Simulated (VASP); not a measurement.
A run of VASP 6.6.1 is set up as follows.

File INCAR:

```
SYSTEM = HgTe
PREC = Accurate
ENCUT = 520
EDIFF = 1E-6
ISMEAR = 0
SIGMA = 0.15
LREAL = .FALSE.
LASPH = .TRUE.
NELM = 100
ALGO = Fast
ISIF = 2
LWAVE = .FALSE.
LCHARG = .FALSE.
GGA = PE
NBANDS = 16
```

File KPOINTS:

```
Automatic mesh
0
G
  14 14 14
  0 0 0
```

Contents of POSCAR:

```
HgTe
1.0
    0.0000000000      3.0771170000      3.0771170000
    3.0771170000      0.0000000000      3.0771170000
    3.0771170000      3.0771170000      0.0000000000
Hg Te
1 1
Direct
    0.0000000000      0.0000000000      0.0000000000
    0.5081244880      0.4918755120      0.4918755120
```

Potentials or basis: VASP PAW PBE potentials, release 64 (Hg, Te).

Command:

```sh
$ cat potpaw_PBE.64/Hg/POTCAR potpaw_PBE.64/Te/POTCAR > POTCAR
$ mpirun -np 1 vasp_std > vasp.out
```

Question: What does it give for the pressure?

Answer: -0.1 GPa.

Question: Predict the largest force.

Answer: 0.081 eV/Å.

Question: Predict the band gap on the k mesh.

Answer: None (metal or under the smearing width).

Stress tensor (GPa, compression positive):
```
-0.03  0.00  0.00
 0.00 -0.16  0.00
 0.00  0.00 -0.16
```

The run has no spin-orbit coupling, so splittings on Hg, Te are missing.
